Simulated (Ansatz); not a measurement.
Li2Se: eigenvalues along the path

```xyz
3
Lattice="0.0000 3.0025 3.0025 3.0025 0.0000 3.0025 3.0025 3.0025 0.0000" Properties=species:S:1:pos:R:3 pbc="T T T"
Li    1.5012    1.5012    1.5012
Li    4.5038    4.5038    4.5038
Se    0.0000    0.0000    0.0000
```

Atoms are numbered in the order listed.

The cell is COD entry 1011373, as deposited and not checked against the literature; nothing was relaxed.

Method: Ansatz 0.2.0, DFT, PBE, all-electron LAPW, scalar-relativistic.

Settings: a Γ-centred 9×9×9 k mesh, Fermi–Dirac smearing of 0.03 eV, basis error target 1 meV/atom, no spin polarisation.

Path points, in fractions of the reciprocal vectors: Γ (0.000, 0.000, 0.000), X (0.500, 0.000, 0.500), U (0.625, 0.250, 0.625), K (0.375, 0.375, 0.750), L (0.500, 0.500, 0.500), W (0.500, 0.250, 0.750). Levels in eV from the valence-band top; bands 12 to 17, counted from the lowest band of the run. The gap is 2.98 eV, indirect from Γ to X (0.5, 0, 0.5).

```
# k(1/Å) point b12 b13 b14 b15 b16 b17
0.000 Γ -11.39 0.00 0.00 0.00 3.38 5.63
0.131 - -11.37 -0.17 -0.08 -0.08 3.58 5.65
0.262 - -11.33 -0.56 -0.28 -0.28 4.03 5.71
0.392 - -11.25 -1.01 -0.55 -0.55 4.36 5.79
0.523 - -11.17 -1.44 -0.83 -0.83 4.23 5.90
0.654 - -11.07 -1.79 -1.08 -1.08 3.81 6.00
0.785 - -10.99 -2.06 -1.27 -1.27 3.38 6.09
0.916 - -10.94 -2.22 -1.39 -1.39 3.08 6.15
1.046 X -10.92 -2.28 -1.43 -1.43 2.98 6.17
1.093 - -10.92 -2.27 -1.45 -1.43 3.01 6.18
1.139 - -10.92 -2.26 -1.50 -1.42 3.08 6.23
1.185 - -10.92 -2.24 -1.57 -1.39 3.20 6.31
1.231 - -10.92 -2.22 -1.66 -1.36 3.35 6.43
1.278 - -10.92 -2.19 -1.77 -1.33 3.52 6.59
1.324 - -10.92 -2.15 -1.88 -1.28 3.71 6.78
1.370 - -10.92 -2.11 -1.98 -1.23 3.91 7.00
1.416 U -10.92 -2.08 -2.06 -1.17 4.11 7.24
1.496 - -10.93 -2.16 -1.98 -1.17 4.28 7.33
1.576 - -10.93 -2.22 -1.88 -1.22 4.58 7.04
1.657 - -10.93 -2.25 -1.79 -1.30 4.96 6.47
1.737 - -10.93 -2.26 -1.74 -1.35 5.21 6.15
1.817 - -10.93 -2.25 -1.79 -1.30 4.96 6.47
1.897 - -10.93 -2.22 -1.88 -1.22 4.58 7.04
1.977 - -10.93 -2.16 -1.98 -1.17 4.28 7.33
2.057 K -10.92 -2.08 -2.06 -1.17 4.11 7.24
2.196 - -10.95 -2.31 -1.87 -0.96 4.67 7.25
2.334 - -10.99 -2.37 -1.62 -0.72 5.16 6.54
2.473 - -11.06 -2.23 -1.32 -0.49 5.48 5.99
2.612 - -11.15 -1.90 -0.99 -0.29 5.11 6.15
2.751 - -11.24 -1.41 -0.64 -0.14 4.58 6.25
2.889 - -11.32 -0.81 -0.32 -0.06 4.07 5.90
3.028 - -11.37 -0.25 -0.09 -0.01 3.60 5.70
3.167 Γ -11.39 0.00 0.00 0.00 3.38 5.63
3.280 - -11.38 -0.19 -0.02 -0.02 3.53 5.69
3.393 - -11.34 -0.65 -0.09 -0.09 3.87 5.86
3.507 - -11.29 -1.21 -0.19 -0.19 4.22 6.05
3.620 - -11.22 -1.75 -0.29 -0.29 4.52 6.17
3.733 - -11.15 -2.23 -0.38 -0.38 4.76 6.16
3.846 - -11.09 -2.59 -0.46 -0.46 4.94 6.07
3.960 - -11.04 -2.82 -0.51 -0.51 5.06 6.00
4.073 L -11.03 -2.90 -0.52 -0.52 5.10 5.97
4.165 - -11.03 -2.88 -0.59 -0.55 5.18 5.90
4.258 - -11.01 -2.82 -0.78 -0.63 5.36 5.74
4.350 - -10.99 -2.73 -1.04 -0.76 5.56 5.57
4.443 - -10.97 -2.61 -1.30 -0.93 5.41 5.76
4.535 - -10.95 -2.45 -1.55 -1.13 5.29 5.95
4.628 - -10.93 -2.26 -1.74 -1.35 5.21 6.15
4.720 - -10.92 -2.06 -1.86 -1.58 5.17 6.32
4.813 W -10.91 -1.90 -1.90 -1.75 5.15 6.38
4.878 - -10.91 -1.98 -1.81 -1.74 4.94 6.63
4.944 - -10.91 -2.05 -1.73 -1.71 4.54 7.15
5.009 - -10.92 -2.12 -1.66 -1.65 4.12 6.94
5.074 - -10.92 -2.17 -1.60 -1.58 3.74 6.67
5.140 - -10.92 -2.22 -1.54 -1.52 3.42 6.45
5.205 - -10.92 -2.25 -1.49 -1.47 3.18 6.29
5.271 - -10.92 -2.27 -1.45 -1.44 3.03 6.20
5.336 X -10.92 -2.28 -1.43 -1.43 2.98 6.17
```
